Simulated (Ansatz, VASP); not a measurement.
# One calculation of Al, two programs

```
CELL_PARAMETERS angstrom
0.00000 2.02481 2.02481
2.02481 0.00000 2.02481
2.02481 2.02481 0.00000
ATOMIC_POSITIONS crystal
Al 0.00000 0.00000 0.00000
```

Alike in both runs: task relaxation of cell and atoms; functional PBE0; k mesh 6 × 6 × 6; occupations fermi-dirac, width 0.05 eV; no spin polarisation.

|  | VASP | Ansatz |
| --- | --- | --- |
| version | VASP 6.6.1 | Ansatz 0.2.0 |
| potentials or method | VASP PAW PBE potentials, release 64 (Al) | Ansatz PAW |
| plane-wave cutoff (eV) | 600 | 420 |
| valence electrons in the cell | 3 | 3 |

VASP gave:

| Property | Result |
| --- | --- |
| gap on the k mesh at the Fermi level, each at its own relaxed structure (eV) | none |
| relaxed volume (Å³/atom) | 16.31 |
| relaxed cell length with the largest relative difference (Å) | 2.847 |
| energy change over the relaxation (meV/atom) | -1 |

Q: What did Ansatz give for the same quantities?

A: gap on the k mesh at the Fermi level, each at its own relaxed structure (eV): none; relaxed volume (Å³/atom): 16.37; relaxed cell length with the largest relative difference (Å): 2.850; energy change over the relaxation (meV/atom): -1.

A gap of «none» marks a metal or a gap that the smearing closes.

Caveats: the k mesh is coarse (spacing up to 0.45 Å⁻¹), so the values aren't converged, least of all with exact exchange; the PAW data sets were made with another functional, which shifts forces and pressure a little (VASP); the plane-wave basis is chosen anew once the cell has moved, so the energies of steps on either side of that aren't comparable (Ansatz); the PAW data sets come from PBE, with cores solved anew for the run's functional, which leaves a small shift of forces and pressure (Ansatz).
